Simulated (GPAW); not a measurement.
A run of GPAW 26.7.0:

File run.py:

```python
from ase import Atoms
from ase.eos import EquationOfState
from ase.io import Trajectory
from ase.units import GPa
from gpaw import GPAW, PW, setup_paths

setup_paths.insert(0, '.')

atoms = Atoms(['In', 'P'],
              cell=[[0.0, 2.9305, 2.9305],
                    [2.9305, 0.0, 2.9305],
                    [2.9305, 2.9305, 0.0]],
              scaled_positions=[[0.0, 0.0, 0.0],
                                [0.75, 0.75, 0.75]],
              pbc=True)

traj = Trajectory('eos.traj', 'w')
volumes, energies = [], []
for x in [0.94, 0.96, 0.98, 1.0, 1.02, 1.04, 1.06]:
    a = atoms.copy()
    a.set_cell(atoms.cell * x**(1 / 3), scale_atoms=True)
    calc = GPAW(mode=PW(600),
                xc='GGA_X_OPTX+GGA_C_LYP',
                kpts={'size': (6, 6, 6), 'gamma': True},
                occupations={'name': 'fermi-dirac', 'width': 0.05},
                nbands=18,
                convergence={'density': 1e-05, 'energy': 1e-05},
                eigensolver='davidson',
                maxiter=150,
                txt=f'eos-{x:.2f}.txt')
    a.calc = calc
    energies.append(a.get_potential_energy(force_consistent=True))
    volumes.append(a.get_volume())
    p = -a.get_stress()[:3].mean() / GPa
    calc.write(f'eos-{x:.2f}.gpw')
    traj.write(a)
    print(f'{x:.2f} {volumes[-1]:10.4f} A^3 {energies[-1]:14.6f} eV {p:9.3f} GPa', flush=True)

v0, e0, B = EquationOfState(volumes, energies, eos='birchmurnaghan').fit()
print(f'V0 = {v0:.4f} A^3, E0 = {e0:.6f} eV, B0 = {B / GPa:.2f} GPa')
```

Potentials or basis: PAW data sets generated in the run's folder for this functional, pw.

Run with:

```bash
$ gpaw-setup -f GGA_X_OPTX+GGA_C_LYP In P
$ OMP_NUM_THREADS=1 python run.py
```

Hardware: 1 thread of AMD EPYC 7B13 (Zen 3), on a shared host.

Question: How long does it take, and how much memory?

Answer: Run time: 46 s on 1 thread of AMD EPYC 7B13 (Zen 3), on a shared host, peak memory 0.27 GiB. Counts: scf iterations 70, plane waves 1639, bands 18, k points 16.
